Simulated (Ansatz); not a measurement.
# SnTe: energies, forces and stress near the listed structure

Aim: see how energy, forces, stress and gap of SnTe answer to further strains and shifts, distortions that keep the symmetry. Nothing is relaxed unless a step says so.

Method: DFT PBE, scalar-relativistic, plane waves, PAW, in Ansatz 0.2.0.

## Step 1: Starting point

The structure is cubic, space group Pm-3m (No. 221). The conventional cell has a = 3.905 Å, b = 3.905 Å, c = 3.905 Å, α = 90.00°, β = 90.00°, γ = 90.00°. Around Sn (site symmetry m-3m) lie 8 Te at 3.38 Å. Around Te (site symmetry m-3m) lie 8 Sn at 3.38 Å.

Structure file:

```
CELL_PARAMETERS angstrom
3.90470 0.00000 0.00000
0.00000 3.90470 0.00000
0.00000 0.00000 3.90470
ATOMIC_POSITIONS crystal
Sn 0.00000 0.00000 0.00000
Te 0.50000 0.50000 0.50000
```

The structure comes from the Materials Project (structure only).

## Step 2: A change within the space group

What differs from the listed cell: strain xx, yy, zz, yz, xz, xy = -3.3, -3.3, -3.3, +0.0, +0.0, +0.0 %.

input.yaml

```yaml
crystal:
  lattice:
    - [3.776430605, 0.0, 0.0]
    - [0.0, 3.776430605, 0.0]
    - [0.0, 0.0, 3.776430605]
  atoms:
    - { symbol: Sn, position: [0.0, 0.0, 0.0] }
    - { symbol: Te, position: [0.5, 0.5, 0.5] }
basis:
  ecutwfc: 420
kpoints:
  mp_grid: { grid: [12, 12, 12] }
hamiltonian:
  xc: pbe
scf:
  occupations: { method: gaussian, width: 0.1 }
output:
  forces: true
  stress: true
  eigenvalues: true
```

Run with:

```
$ ansatz run input.yaml --threads 1 --pin off --max-ram 1331MiB --backend cpu --events-out ev --progress --plain --runs-dir out
```

## Step 3: A distortion that keeps the symmetry

Edit input.yaml of step 2 so:

```diff
@@ -2,5 +2,5 @@
   lattice:
-    - [3.776430605, 0.0, 0.0]
-    - [0.0, 3.776430605, 0.0]
-    - [0.0, 0.0, 3.776430605]
+    - [3.888768824, 0.0, 0.0]
+    - [0.0, 3.888768824, 0.0]
+    - [0.0, 0.0, 3.888768824]
   atoms:
```

Before running it: what results should come out? Wanted: for each run, case; energy; pressure; largest force.

**Answer**, as computed:

```
step                                  case  energy (meV/atom)  pressure (GPa)  largest force (eV/Å)  gap on the mesh (eV)
   2       a change within the space group               +0.0             4.6                  0.00                  0.00
   3  a distortion that keeps the symmetry              -35.8             0.2                  0.00                  0.00
```

Energies are counted from step 2, with the smearing taken to zero. A gap of 0.00 means none on the mesh at this level.

**Reading.** The distorted cells of the listed formula and level show no gap on the mesh. Spin-orbit coupling is left out for Te.
